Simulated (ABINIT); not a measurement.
# CdS (Hawleyite) in ABINIT: convergence with pawecutdg

Input of the first run (pawecutdg 22 Ha); the others differ in this setting and in those tied to it:

run.abi

```
# Pseudopotentials
pp_dirpath "./"
pseudos "Cd.LDA_PW-JTH.xml, S.LDA_PW-JTH.xml"

# Structure
acell 7.7942771716 7.7942771716 7.7942771716
rprim
     0.0000000000     0.7071067812     0.7071067812
     0.7071067812     0.0000000000     0.7071067812
     0.7071067812     0.7071067812     0.0000000000
ntypat 2
znucl 48 16
natom 2
typat 1 2
xred
     0.0000000000     0.0000000000     0.0000000000
     0.7500000000     0.7500000000     0.7500000000

# Plane-wave basis
ecut 22.0
pawecutdg 22.0

# k points
kptopt 1
ngkpt 8 8 8
nshiftk 1
shiftk 0.0 0.0 0.0

# Exchange and correlation
ixc 7

# Bands and occupations
nband 13
occopt 4
tsmear 0.05 eV

# SCF cycle
nstep 100
tolvrs 1.0e-9

# Output
iomode 3
prtwf 0
prtden 0
prteig 0
prtebands 0
enunit 2
```

Potentials or basis: JTH PAW LDA v2.0.

Command:

```bash
$ abinit run.abi > log 2>&1
```

Hardware: 1 thread of Arm Neoverse V1 (shared host).

```tsv
pawecutdg	energy less the tightest run (meV/atom)	SCF cycles	CPU time (s)	peak memory (GiB)
22 Ha	0.34	14	27	0.1
26.4	0.06	15	28	0.1
33	0.09	15	29	0.11
39.6	-0.04	15	29	0.11
48.4	-0.08	16	30	0.12
59.4	0.01	16	31	0.14
72.6	0.00	16	30	0.14
```

Against the tightest run, the energy stays within 1 meV/atom from 22 Ha on. The tightest run that finished is the yardstick and may itself not be fully converged.
